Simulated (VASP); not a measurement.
# RbCl (Fm-3m) in VASP: settings compared, part 2 of 2

VASP 6.6.1.

### 5 Relaxation of the atoms, PBE+D3(BJ) (a relaxed cell with its volume scaled by 1.06)

INCAR

```
SYSTEM = RbCl
ALGO = Normal
EDIFF = 1E-7
EDIFFG = -0.01
ENCUT = 600
GGA = PE
IBRION = 2
ISIF = 2
ISMEAR = 0
IVDW = 12
LASPH = .TRUE.
LCHARG = .FALSE.
LREAL = .FALSE.
LWAVE = .FALSE.
NELM = 80
NSW = 40
PREC = Accurate
SIGMA = 0.03
```

KPOINTS

```
k-points
0
G
  8 8 8
  0 0 0
```

POSCAR

```
RbCl                                    
1.0
    0.0000000000      3.3612662986      3.3612662986
    3.3612662986      0.0000000000      3.3612662986
    3.3612662986      3.3612662986      0.0000000000
  Rb              Cl            
     1     1
Direct
     0.0000000000000000    0.0000000000000000    0.0000000000000000
     0.5000000000000000    0.5000000000000000    0.5000000000000000
```

Potentials or basis: VASP PAW PBE potentials, release 64 (Rb_sv, Cl).

Command:

```bash
> cat potpaw_PBE.64/Rb_sv/POTCAR potpaw_PBE.64/Cl/POTCAR > POTCAR
> mpirun -np 1 vasp_std > vasp.out
```

OUTCAR:

```text
SYSTEM = RbCl
   EDIFF = 1E-7
   EDIFFG = -0.01
   ENCUT = 600
   GGA = PE
   IBRION = 2
   ISIF = 2
   ISMEAR = 0
   IVDW = 12
   LASPH = .TRUE.
   LREAL = .FALSE.
   NELM = 80
   NSW = 40
   PREC = Accurate
 IVDW          = 12

 ion  position               nearest neighbor table
   1  0.000  0.000  0.000-   2 3.36   2 3.36   2 3.36   2 3.36   2 3.36   2 3.36
   2  0.500  0.500  0.500-   1 3.36   1 3.36   1 3.36   1 3.36   1 3.36   1 3.36

  LATTYP: Found a face centered cubic cell.
 ALAT       =     6.7225325972

  Lattice vectors:

 A1 = (   0.0000000000,   3.3612662986,   3.3612662986)
 A2 = (   3.3612662986,   0.0000000000,   3.3612662986)
 A3 = (   3.3612662986,   3.3612662986,   0.0000000000)

Analysis of symmetry for initial positions (statically):
=====================================================================
 Subroutine PRICEL returns:
 Original cell was already a primitive cell.

 Routine SETGRP: Setting up the symmetry group for a
 face centered cubic supercell.

 Subroutine GETGRP returns: Found 48 space group operations
 (whereof 48 operations were pure point group operations)
 out of a pool of 48 trial point group operations.

The static configuration has the point symmetry O_h .

Analysis of symmetry for dynamics (positions and initial velocities):
=====================================================================
 Subroutine PRICEL returns:
 Original cell was already a primitive cell.

 Routine SETGRP: Setting up the symmetry group for a
 face centered cubic supercell.

 Subroutine GETGRP returns: Found 48 space group operations
 (whereof 48 operations were pure point group operations)
 out of a pool of 48 trial point group operations.

The dynamic configuration has the point symmetry O_h .

 Subroutine INISYM returns: Found 48 space group operations
 (whereof 48 operations are pure point group operations),
 and found     1 'primitive' translations

----------------------------------------------------------------------------------------

                                     Primitive cell

  volume of cell :      75.9519

  direct lattice vectors                    reciprocal lattice vectors
     0.000000000  3.361266299  3.361266299    -0.148753462  0.148753462  0.148753462
     3.361266299  0.000000000  3.361266299     0.148753462 -0.148753462  0.148753462
     3.361266299  3.361266299  0.000000000     0.148753462  0.148753462 -0.148753462

  length of vectors
     4.753548386  4.753548386  4.753548386     0.257648555  0.257648555  0.257648555

  position of ions in fractional coordinates (direct lattice)
     0.000000000  0.000000000  0.000000000
     0.500000000  0.500000000  0.500000000

  ion indices of the primitive-cell ions
   primitive index   ion index
                 1           1
                 2           2

----------------------------------------------------------------------------------------

 KPOINTS: k-points

Automatic generation of k-mesh.
 Grid dimensions read from file:
 generate k-points for:    8    8    8

 Generating k-lattice:

  Cartesian coordinates                     Fractional coordinates (reciprocal lattice)
[... 43 lines left out ...]
   number of dos      NEDOS =    301   number of ions     NIONS =      2
   total plane-waves  NPLWV =  64000
   dimension x,y,z NGX =    40 NGY =   40 NGZ =   40
   dimension x,y,z NGXF=    80 NGYF=   80 NGZF=   80
   ions per type =               1   1
   NGX,Y,Z   is equivalent  to a cutoff of  13.99, 13.99, 13.99 a.u.
   NGXF,Y,Z  is equivalent  to a cutoff of  27.98, 27.98, 27.98 a.u.
 SYSTEM =  RbCl
   PREC   = accura    normal or accurate (medium, high low for compatibility)
   ISTART =      0    job   : 0-new  1-cont  2-samecut
   ICHARG =      2    charge: 1-file 2-atom 10-const
   ISPIN  =      1    spin polarized calculation?
   LNONCOLLINEAR =      F non collinear calculations
   LSORBIT =      F    spin-orbit coupling
   LASPH  =      T    aspherical Exc in radial PAW
   ENCUT  =  600.0 eV  44.10 Ry    6.64 a.u.   9.49  9.49  9.49*2*pi/ulx,y,z
   NELM   =     80;   NELMIN=  2; NELMDL= -5     # of ELM steps
   EDIFF  = 0.1E-06   stopping-criterion for ELM
   LREAL  =      F    real-space projection
   EDIFFG = -.1E-01   stopping-criterion for IOM
   NSW    =     40    number of steps for IOM
   IBRION =      2    ionic relax: 0-MD 1-quasi-New 2-CG
   NFREE  =      1    steps in history (QN), initial steepest desc. (CG)
   ISIF   =      2    stress and relaxation
   ISYM   =      2    0-nonsym 1-usesym 2-fastsym
   POTIM  = 0.5000    time-step for ionic-motion
   TEBEG  =    0.0;   TEEND  =   0.0 temperature during run
   PSTRESS=    0.0 pullay stress
   NELECT =      16.0000    total number of electrons
   NUPDOWN=      -1.0000    fix difference up-down
   EMIN   =  10.00;   EMAX   =-10.00  energy-range for DOS
   EFERMI =   0.00;   METHOD = LEGACY
   ISMEAR =     0;   SIGMA  =   0.03  broadening in eV -4-tet -1-fermi 0-gaus
   EFERMI_NEDOS =   21; number of points for ismear=-14 and -15
   IALGO  =     38    algorithm
   IMIX   =      4    mixing-type and parameters
     AMIX     =   0.40;   BMIX     =  1.00
     AMIX_MAG =   1.60;   BMIX_MAG =  1.00
  volume/ion in A,a.u.               =      37.98       256.27
  Fermi-wavevector in a.u.,A,eV,Ry     =   0.974096  1.840775 12.910074  0.948864
  Thomas-Fermi vector in A             =   2.104529
   LORBIT       =      0    0 simple, 1 ext, 2 COOP (PROOUT), +10 PAW based schemes
   GGA     = PE    functional components
   LHFCALC =     F    Hartree Fock is set to
   AEXX    =    0.0000 exact exchange contribution
   IVDW    =    12    specifies the selected vdW correction
   LEPSILON=     F    determine dielectric tensor
   LRPA    =     F    only Hartree local field effects (RPA)
 conjugate gradient relaxation of ions
 non-spin polarized calculation
 Gauss-broadening in eV      SIGMA  =   0.03
  energy-cutoff  :      600.00
  volume of cell :       75.95
 maximum number of plane-waves:      2637
 NGX is ok and might be reduce to    40
   NGX = 19   NGY = 19   NGZ = 19

 number of electron      15.9999999 magnetization

 Free energy of the ion-electron system (eV)
  ---------------------------------------------------
  ext. energy  EPLUGINS =         0.00000000
  ---------------------------------------------------
  free energy    TOTEN  =        -6.67586951 eV

  energy without entropy =       -6.67586951  energy(sigma->0) =       -6.67586951

 E-fermi :  -1.8804     XC(G=0):  -7.0991

 val. band max:       -2.1046627848   @ k =   0.0000   0.0000   0.0000
 cond. band min:       2.6958003048   @ k =   0.0000   0.0000   0.0000
 fundamental gap:      4.8004630896
 Fermi energy:        -1.8803991503

 k-point     1 :       0.0000    0.0000    0.0000
  band No.  band energies     occupation
      1     -26.1832      2.00000
      2     -14.0483      2.00000
      3     -10.2320      2.00000
      4     -10.2320      2.00000
      5     -10.2320      2.00000
      6      -2.1047      2.00000
      7      -2.1047      2.00000
      8      -2.1047      2.00000
      9       2.6958      0.00000
     10       5.8393      0.00000
     11       5.8393      0.00000
     12       5.8393      0.00000
[... 331 lines left out ...]
 k-point    24 :      -0.3750    0.2500    0.1250
  band No.  band energies     occupation
      1     -26.1702      2.00000
      2     -14.0623      2.00000
      3     -10.3088      2.00000
      4     -10.3004      2.00000
      5     -10.2297      2.00000
      6      -2.6892      2.00000
      7      -2.3668      2.00000
      8      -2.3632      2.00000
      9       5.4649      0.00000
     10       5.5759      0.00000
     11       7.3531      0.00000
     12       7.5161      0.00000

 [... further k-points ...]

------------------------ aborting loop because EDIFF is reached ----------------------------------------

 Edisp (eV)   -0.34142

 E8    (eV) :    -0.1644

  FORCE on cell =-STRESS in cart. coord.  units (eV):
  Direction    XX          YY          ZZ          XY          YZ          ZX
  --------------------------------------------------------------------------------------
  -------------------------------------------------------------------------------------
  Total      -0.39059    -0.39059    -0.39059     0.00000     0.00000     0.00000
  in kB      -8.23937    -8.23937    -8.23937     0.00000     0.00000     0.00000
  external pressure =       -8.24 kB  Pullay stress =        0.00 kB

 VOLUME and BASIS-vectors are now :
 -----------------------------------------------------------------------------
  energy-cutoff  :      600.00
  volume of cell :       75.95
      direct lattice vectors                 reciprocal lattice vectors
     0.000000000  3.361266299  3.361266299    -0.148753462  0.148753462  0.148753462
     3.361266299  0.000000000  3.361266299     0.148753462 -0.148753462  0.148753462
     3.361266299  3.361266299  0.000000000     0.148753462  0.148753462 -0.148753462

 POSITION                                       TOTAL-FORCE (eV/Angst)
 -----------------------------------------------------------------------------------
      0.00000      0.00000      0.00000        -0.000000     -0.000000     -0.000000
      3.36127      3.36127      3.36127         0.000000      0.000000      0.000000
 -----------------------------------------------------------------------------------
    total drift:                                0.000000     -0.000000      0.000000

  FREE ENERGIE OF THE ION-ELECTRON SYSTEM (eV)
  ---------------------------------------------------
  free  energy   TOTEN  =        -7.0172869295 eV

  energy  without entropy=       -7.0172869295  energy(sigma->0) =       -7.01728693

 reached required accuracy - stopping structural energy minimisation
```

OSZICAR:

```text
N       E                     dE             d eps       ncg     rms          rms(c)
DAV:   1     0.989109962284E+02    0.98911E+02   -0.74963E+03   696   0.129E+03
DAV:   2    -0.106069059076E+00   -0.99017E+02   -0.91919E+02  1000   0.201E+02
DAV:   3    -0.689364311269E+01   -0.67876E+01   -0.67613E+01   876   0.603E+01
DAV:   4    -0.705935560361E+01   -0.16571E+00   -0.16562E+00  1100   0.915E+00
DAV:   5    -0.706062920022E+01   -0.12736E-02   -0.12736E-02   876   0.810E-01    0.295E+00
DAV:   6    -0.668407266269E+01    0.37656E+00   -0.68222E-01   828   0.429E+00    0.230E+00
DAV:   7    -0.665872546376E+01    0.25347E-01   -0.16660E-01   852   0.225E+00    0.136E+00
DAV:   8    -0.667333917696E+01   -0.14614E-01   -0.21870E-02   888   0.107E+00    0.180E-01
DAV:   9    -0.667538072832E+01   -0.20416E-02   -0.39990E-03   884   0.371E-01    0.112E-01
DAV:  10    -0.667583500129E+01   -0.45427E-03   -0.47527E-04   792   0.179E-01    0.120E-02
DAV:  11    -0.667586246695E+01   -0.27466E-04   -0.44507E-05   864   0.497E-02    0.826E-03
DAV:  12    -0.667586951865E+01   -0.70517E-05   -0.16601E-05   800   0.290E-02    0.374E-03
DAV:  13    -0.667586950963E+01    0.90190E-08   -0.37727E-07   916   0.505E-03
   1 F= -.70172869E+01 E0= -.70172869E+01  d E =-.701729E+01
```

Run time: 14 s. Hardware: 1 thread of Intel Xeon 6975P-C (Granite Rapids), shared host; peak memory 0.26 GiB.

Results:

| Quantity | Value |
| --- | --- |
| Free energy | -7.0173 eV |
| Pressure after relaxing | -0.8 GPa |
| Band gap on the k mesh | 4.80 eV, direct |
| Dispersion energy per atom | -0.171 eV |

Final structure:
```
CELL_PARAMETERS angstrom
0.00000 3.36127 3.36127
3.36127 0.00000 3.36127
3.36127 3.36127 0.00000
ATOMIC_POSITIONS crystal
Rb 0.00000 0.00000 0.00000
Cl 0.50000 0.50000 0.50000
```

Levels at points of the mesh, in eV from the valence-band top:
```tsv
k point	band 4	band 5	band 6	band 7	band 8	band 9	band 10	band 11	band 12
(0.00, 0.00, 0.00)	-8.13	-8.13	0.00	0.00	0.00	4.80	7.94	7.94	7.94
(0.50, 0.00, 0.00)	-8.14	-8.11	-0.77	-0.29	-0.29	7.53	7.74	9.92	9.92
(0.50, 0.50, 0.00)	-8.21	-8.21	-0.32	-0.11	-0.11	6.24	7.78	9.36	9.92
```

Caveat: the relaxation stopped at its first step, so nothing moved.

### 6 Relaxation of cell and atoms, PBE

This run uses another cell than the first one, of 35.09 Å³/atom, 0.980 times its volume.

INCAR

```
SYSTEM = RbCl
  PREC = Accurate
  ENCUT = 600
  EDIFF = 1E-6
  ISMEAR = 0
  SIGMA = 0.03
  LREAL = .FALSE.
  LASPH = .TRUE.
  NELM = 80
  ALGO = Normal
  ISIF = 3
  LWAVE = .FALSE.
  LCHARG = .FALSE.
  GGA = PE
  IBRION = 2
  NSW = 90
  EDIFFG = -0.01
```

KPOINTS

```
regular mesh
0
G
  8 8 8
  0 0 0
```

POSCAR

```
RbCl
1.0
    0.0000000000      3.2740000000      3.2740000000
    3.2740000000      0.0000000000      3.2740000000
    3.2740000000      3.2740000000      0.0000000000
Rb Cl
1 1
Direct
    0.0000000000      0.0000000000      0.0000000000
    0.5000000000      0.5000000000      0.5000000000
```

Potentials or basis: VASP PAW PBE potentials, release 64 (Rb_sv, Cl).

Command:

```bash
> cat potpaw_PBE.64/Rb_sv/POTCAR potpaw_PBE.64/Cl/POTCAR > POTCAR
> mpirun -np 1 vasp_std > vasp.out
```

OUTCAR:

```text
SYSTEM = RbCl
   PREC = Accurate
   ENCUT = 600
   EDIFF = 1E-6
   ISMEAR = 0
   LREAL = .FALSE.
   LASPH = .TRUE.
   NELM = 80
   ISIF = 3
   GGA = PE
   IBRION = 2
   NSW = 90
   EDIFFG = -0.01

 ion  position               nearest neighbor table
   1  0.000  0.000  0.000-   2 3.27   2 3.27   2 3.27   2 3.27   2 3.27   2 3.27
   2  0.500  0.500  0.500-   1 3.27   1 3.27   1 3.27   1 3.27   1 3.27   1 3.27

  LATTYP: Found a face centered cubic cell.
 ALAT       =     6.5480000000

  Lattice vectors:

 A1 = (   0.0000000000,   3.2740000000,   3.2740000000)
 A2 = (   3.2740000000,   0.0000000000,   3.2740000000)
 A3 = (   3.2740000000,   3.2740000000,   0.0000000000)

Analysis of symmetry for initial positions (statically):
=====================================================================
 Subroutine PRICEL returns:
 Original cell was already a primitive cell.

 Routine SETGRP: Setting up the symmetry group for a
 face centered cubic supercell.

 Subroutine GETGRP returns: Found 48 space group operations
 (whereof 48 operations were pure point group operations)
 out of a pool of 48 trial point group operations.

The static configuration has the point symmetry O_h .

Analysis of symmetry for dynamics (positions and initial velocities):
=====================================================================
 Subroutine PRICEL returns:
 Original cell was already a primitive cell.

 Routine SETGRP: Setting up the symmetry group for a
 face centered cubic supercell.

 Subroutine GETGRP returns: Found 48 space group operations
 (whereof 48 operations were pure point group operations)
 out of a pool of 48 trial point group operations.

The dynamic configuration has the point symmetry O_h .

 Subroutine INISYM returns: Found 48 space group operations
 (whereof 48 operations are pure point group operations),
 and found     1 'primitive' translations

----------------------------------------------------------------------------------------
[... 139 lines left out ...]
  ext. energy  EPLUGINS =         0.00000000
  ---------------------------------------------------
  free energy    TOTEN  =        -6.65834328 eV

  energy without entropy =       -6.65834328  energy(sigma->0) =       -6.65834328

------------------------ aborting loop because EDIFF is reached ----------------------------------------

  FORCE on cell =-STRESS in cart. coord.  units (eV):
  Direction    XX          YY          ZZ          XY          YZ          ZX
  --------------------------------------------------------------------------------------
  -------------------------------------------------------------------------------------
  Total        0.5191067      0.5191067      0.5191067     -0.0000000      0.0000000      0.0000000
  in kB       11.8495321     11.8495321     11.8495321     -0.0000000      0.0000000      0.0000000
  external PRESSURE =      11.8495321 kB  Pullay stress =       0.0000000 kB
[... 131 lines left out ...]
--------------------------------------- Ionic step        5  -------------------------------------------

 number of electron      16.0000000 magnetization

 Free energy of the ion-electron system (eV)
  ---------------------------------------------------
  ext. energy  EPLUGINS =         0.00000000
  ---------------------------------------------------
  free energy    TOTEN  =        -6.67589823 eV

  energy without entropy =       -6.67589823  energy(sigma->0) =       -6.67589823

 E-fermi :  -1.9273     XC(G=0):  -7.1376

 val. band max:       -2.0711427603   @ k =   0.0000   0.0000   0.0000
 cond. band min:       2.7593201763   @ k =   0.0000   0.0000   0.0000
 fundamental gap:      4.8304629367
 Fermi energy:        -1.9273476532

 k-point     1 :       0.0000    0.0000    0.0000
  band No.  band energies     occupation
      1     -26.1246      2.00000
      2     -14.0227      2.00000
      3     -10.1735      2.00000
      4     -10.1735      2.00000
      5     -10.1735      2.00000
      6      -2.0711      2.00000
      7      -2.0711      2.00000
      8      -2.0711      2.00000
      9       2.7593      0.00000
     10       5.8816      0.00000
     11       5.8816      0.00000
     12       5.8816      0.00000
[... 331 lines left out ...]
 k-point    24 :      -0.3750    0.2500    0.1250
  band No.  band energies     occupation
      1     -26.1108      2.00000
      2     -14.0381      2.00000
      3     -10.2531      2.00000
      4     -10.2442      2.00000
      5     -10.1705      2.00000
      6      -2.6651      2.00000
      7      -2.3372      2.00000
      8      -2.3350      2.00000
      9       5.5245      0.00000
     10       5.6377      0.00000
     11       7.4284      0.00000
     12       7.5957      0.00000

 [... further k-points ...]

------------------------ aborting loop because EDIFF is reached ----------------------------------------

  FORCE on cell =-STRESS in cart. coord.  units (eV):
  Direction    XX          YY          ZZ          XY          YZ          ZX
  --------------------------------------------------------------------------------------
  -------------------------------------------------------------------------------------
  Total        0.0042510      0.0042510      0.0042510      0.0000000      0.0000000      0.0000000
  in kB        0.0905623      0.0905623      0.0905623      0.0000000      0.0000000      0.0000000
  external PRESSURE =       0.0905623 kB  Pullay stress =       0.0000000 kB
[... 17 lines left out ...]
  FREE ENERGIE OF THE ION-ELECTRON SYSTEM (eV)
  ---------------------------------------------------
  free  energy   TOTEN  =        -6.6758982320 eV

  energy  without entropy=       -6.6758982320  energy(sigma->0) =       -6.67589823

 reached required accuracy - stopping structural energy minimisation
```

CONTCAR:

```text
RbCl
   1.00000000000000
     0.0000000000000000    3.3502273621356062    3.3502273621356062
     3.3502273621356062    0.0000000000000000    3.3502273621356062
     3.3502273621356062    3.3502273621356062    0.0000000000000000
  Rb              Cl
     1     1
Direct
     0.0000000000000000    0.0000000000000000    0.0000000000000000
     0.5000000000000000    0.5000000000000000    0.5000000000000000

  0.00000000E+00  0.00000000E+00  0.00000000E+00
  0.00000000E+00  0.00000000E+00  0.00000000E+00
```

It took 47 s on 1 thread of Intel Xeon 6975P-C (Granite Rapids), shared host; peak memory 0.26 GiB.

Results:

| Quantity | Value |
| --- | --- |
| Free energy | -6.6759 eV |
| Relaxed volume | 37.60 Å³/atom |
| Relaxed cell | a = 4.738 Å, b = 4.738 Å, c = 4.738 Å, α = 60.00°, β = 60.00°, γ = 60.00° |
| Space group after relaxing (to 0.05 Å) | Fm-3m (No. 225) |
| Energy gained by relaxing | 8.8 meV/atom |
| Ionic steps | 5 |
| Pressure after relaxing | 0.0 GPa |
| Band gap on the k mesh | 4.83 eV, direct |

The path:
| step | energy change (eV) | largest force (eV/Å) | pressure (GPa) | volume (Å³) |
| --- | --- | --- | --- | --- |
| 1 | 0.0000 | 0.0000 | 1.18 | 70.19 |
| 2 | -0.0139 | 0.0000 | 0.52 | 72.86 |
| 3 | -0.0150 | 0.0000 | -0.34 | 77.38 |
| 4 | -0.0175 | 0.0000 | -0.05 | 75.50 |
| 5 | -0.0176 | 0.0000 | 0.01 | 75.21 |

Final structure:
```
CELL_PARAMETERS angstrom
0.00000 3.35023 3.35023
3.35023 0.00000 3.35023
3.35023 3.35023 0.00000
ATOMIC_POSITIONS crystal
Rb 0.00000 0.00000 0.00000
Cl 0.50000 0.50000 0.50000
```

A k mesh can miss the band edges. PBE usually gives volumes a little too large and moduli too small.

### 7 Overview

```tsv
task	level	cell	gap on the mesh (eV)	pressure (GPa)
relaxation of the atoms	PBE+D3(BJ)	atoms relaxed	4.98	0.0
relaxation of the atoms	PBE+D3(BJ)	atoms relaxed from: a relaxed cell with its volume scaled by 1.02	4.92	-0.3
relaxation of the atoms	PBE+D3(BJ)	atoms relaxed from: a relaxed cell with its volume scaled by 1.04	4.86	-0.6
relaxation of the atoms	PBE+D3(BJ)	atoms relaxed from: a relaxed cell with its volume scaled by 1.06	4.80	-0.8
relaxation of cell and atoms	PBE	relaxed	4.83	0.0
```

Alike in all rows: potentials or basis VASP PAW PBE potentials, release 64 (Rb_sv, Cl); no spin polarisation; k mesh 8 × 8 × 8; cutoff (eV) 600; smearing gaussian 0.03 eV.

Caveats: the relaxation stopped at its first step, so nothing moved (some runs).

Absolute energies hang on the potentials; compare differences alone.
